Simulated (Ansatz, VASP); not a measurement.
Two plane-wave programs on BP

```
B P
1.0
     0.00000    2.07899    2.70269
     2.07899    0.00000    2.70269
     2.07899    2.07899    0.00000
B P
1 1
Direct
  0.00000 0.00000 0.00000
  0.75000 0.75000 0.75000
```

Alike in both runs: task single point; functional r2SCAN; k mesh 8 × 8 × 8; occupations gaussian, width 0.05 eV; no spin polarisation.

```csv
,VASP,Ansatz
version,VASP 6.6.1,Ansatz 0.2.0
potentials or method,"VASP PAW PBE potentials, release 64 (B, P)","scalar-relativistic, plane waves, PAW"
plane-wave cutoff (eV),520,500
valence electrons in the cell,8,8
```

```csv
,VASP,Ansatz,Ansatz less VASP
gap on the k mesh at the Fermi level (eV),none,none,-
pressure (GPa),-0.8,-0.3,+0.49
largest component of the traceless stress (GPa),63.47,62.87,-0.594
```

A gap of «none» marks a metal or a gap that the smearing closes. With one functional, cell and mesh, what is left measures potentials, basis and numerics.

Caveats: the PAW data sets were made with another functional, which shifts forces and pressure a little (VASP).
